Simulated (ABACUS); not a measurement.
Crystal: NiO.

```
Ni O
1.0
     0.00000    2.08590    2.08590
     2.08590    0.00000    2.08590
     2.08590    2.08590    0.00000
Ni O
1 1
Cartesian
  0.0000 0.0000 0.0000
  2.0859 2.0859 2.0859
```

Base run:

```yaml
Program: ABACUS 3.10.1
Functional: revPBE
Potentials_or_basis: GBRV ultrasoft 1.5 PBE
Cutoff: 544 eV
Density_cutoff: 4354 eV
Basis: plane waves
k_mesh: 9 × 9 × 9
Occupations: fermi-dirac, width 0.05 eV
Spin: collinear spin, ferromagnetic start
Starting_moments: "[1.0, 0.0] μB"
```

Its results: band gap on the k mesh none (metal or under the smearing width); pressure -1.4 GPa; net moment 0.00 μB per cell.

Question: The run is repeated on the same cell with these changes: functional from revPBE to LDA-PW92; potentials or basis from GBRV ultrasoft 1.5 PBE to PseudoDojo NC SR 0.4.1 LDA standard; cutoff from 544 eV to 1333 eV; density cutoff from 4354 eV to 5333 eV. What comes out?

Answer: Band gap on the k mesh none (metal or under the smearing width); pressure -18.9 GPa; net moment 0.84 μB per cell.

Caveats: semilocal functionals often make such compounds metallic where correlation or magnetic order opens a gap, which also shifts bond lengths; the potentials were made for another functional, which shifts forces and pressure (some runs); so large a pressure means that the cell lies far from this level's equilibrium, or that cutoff or potentials fall short (some runs); a cell with one magnetic atom can't hold antiferromagnetic order, which such compounds often take (some runs).

Not every run made on this cell is shown here.
